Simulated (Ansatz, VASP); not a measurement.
**One calculation of HfB2, two programs**

```
CELL_PARAMETERS angstrom
3.20158 0.00000 0.00000
-1.60079 2.77265 0.00000
0.00000 0.00000 3.54825
ATOMIC_POSITIONS crystal
Hf 0.00000 0.00000 0.00000
B 0.33333 0.66667 0.50000
B 0.66667 0.33333 0.50000
```

Change from the starting cell: volume scaled by 1.06.

Alike in both runs: task single point; functional PBEsol; k mesh 15 × 15 × 12; occupations fermi-dirac, width 0.03 eV; no spin polarisation.

|  | VASP | Ansatz |
| --- | --- | --- |
| version | VASP 6.6.1 | Ansatz 0.2.0 |
| potentials or method | VASP PAW PBE potentials, release 64 (Hf_pv, B), cutoff 520 eV | all-electron LAPW, scalar-relativistic |

```csv
,VASP,Ansatz,Ansatz less VASP
pressure (GPa),-17.4,-17.0,+0.32
largest component of the traceless stress (GPa),0.40,0.38,-0.028
```

Ansatz ran all-electron here, so the differences hold the error of VASP's frozen core and of both bases.

Caveats: so large a pressure means that the cell lies far from this level's equilibrium, or that cutoff or potentials fall short (VASP); the potentials were made for another functional, which shifts forces and pressure (VASP). The runs have no spin-orbit coupling, so splittings on Hf are missing.
